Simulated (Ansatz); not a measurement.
A plane-wave DFT run in Ansatz 0.2.0 (scalar-relativistic PAW potentials unless the input names others): input and command.

```yaml
crystal:
  lattice:
    - [0.0, 2.723719393, 2.723719393]
    - [2.723719393, 0.0, 2.723719393]
    - [2.723719393, 2.723719393, 0.0]
  atoms:
    - { symbol: Ag, position: [0.5, 0.5, 0.5] }
    - { symbol: Cl, position: [0.0, 0.0, 0.0] }
basis:
  ecutwfc: 420
kpoints:
  mp_grid: { grid: [10, 10, 10] }
hamiltonian:
  xc: pbesol
scf:
  occupations: { method: fixed }
output:
  forces: true
  eigenvalues: true
  stress: true
```

```bash
ansatz run input.yaml --threads 1 --pin off --max-ram 1228MiB --backend cpu --events-out ev --progress --plain --runs-dir out
```

Abridged log:
```
Basis set: ecut = 420 eV, 749 PW (Γ), exchange–correlation on 54×54×54 points (8 copies of the dense FFT grid, shifted against one another)
Bands: 17, of which v1, the nominal top of the filled ones, is band 13 counted from 1 (12 counted from 0)
Symmetry: 48 space group operations
k-points: 47 of 1000
SCF iter   1: F=—  HF=-8583.813286 eV  |F-HF|=—  |Δ(HF+E_count)|=         —  Δρ=7.94e-3  dr2=2.71e-2  ethr=1.77e-3  ⟨swp⟩=4.7  Hψ=3307  notcnv=0  defer=88
SCF iter   2: F=—  HF=-8583.805442 eV  |F-HF|=—  |Δ(HF+E_count)|=   7.84e-3  Δρ=2.38e-3  dr2=1.11e-3  ethr=1.04e-4  ⟨swp⟩=2.2  Hψ=1653  notcnv=0  defer=92
SCF iter   3: F=—  HF=-8583.805136 eV  |F-HF|=—  |Δ(HF+E_count)|=   3.06e-4  Δρ=9.00e-4  dr2=2.13e-4  ethr=4.27e-6  ⟨swp⟩=2.0  Hψ=1464  notcnv=0  defer=92
SCF iter   4: F=—  HF=-8583.805098 eV  |F-HF|=—  |Δ(HF+E_count)|=   3.84e-5  Δρ=3.92e-4  dr2=3.22e-5  ethr=8.21e-7  ⟨swp⟩=2.0  Hψ=1046  notcnv=0  defer=25
SCF iter   5: F=—  HF=-8583.805099 eV  |F-HF|=—  |Δ(HF+E_count)|=   1.20e-6  Δρ=5.21e-5  dr2=5.77e-7  ethr=1.24e-7  ⟨swp⟩=2.0  Hψ=1387  notcnv=0
SCF iter   6: F=-8583.805099 eV  HF=-8583.805099 eV  |F-HF|=5.50e-9  |Δ(HF+E_count)|=   6.54e-8  Δρ=5.42e-6  dr2=1.06e-8  ethr=3.85e-10  ⟨swp⟩=6.1  Hψ=3752  notcnv=0
SCF 1 converged in 6 iterations: F = -8583.805099 eV  dr2 = 1.06e-8
SCF converged after 6 iterations
Free energy (F): -8583.805099 eV
Harris-Foulkes:  -8583.805099 eV  (|F-HF|=5.50e-9)
Internal energy: -8583.805099 eV  (E = F + TS)
E sigma→0 (E₀):  -8583.805099 eV
Fermi energy:    8.937239 eV
--- Forces (eV/Å), atoms counted from 1 ---
  atom   1  Ag     0.00000000     0.00000000     0.00000000
  atom   2  Cl     0.00000000     0.00000000     0.00000000
--- Stress (GPa, compression-positive) ---
        0.001889       0.000000       0.000000
        0.000000       0.001889       0.000000
        0.000000       0.000000       0.001889
  P = ⅓ Tr σ = 0.0019 GPa (0.019 kbar)
```

Apart from outputs, empty bands and the relaxation, which only the reference makes, the input differs from a reference run on usual settings in kpoints.mp_grid.grid: [8, 8, 8] → [10, 10, 10]. The reference, at the same geometry, ended its own course with pressure 0.00 GPa, largest force 0.000 eV/Å, gap on the mesh 0.72 eV. This run converged in 6 SCF iterations with an energy at zero smearing 0.02 meV/atom below the reference's, pressure 0.00 GPa, largest force 0.000 eV/Å, gap on the mesh 0.72 eV.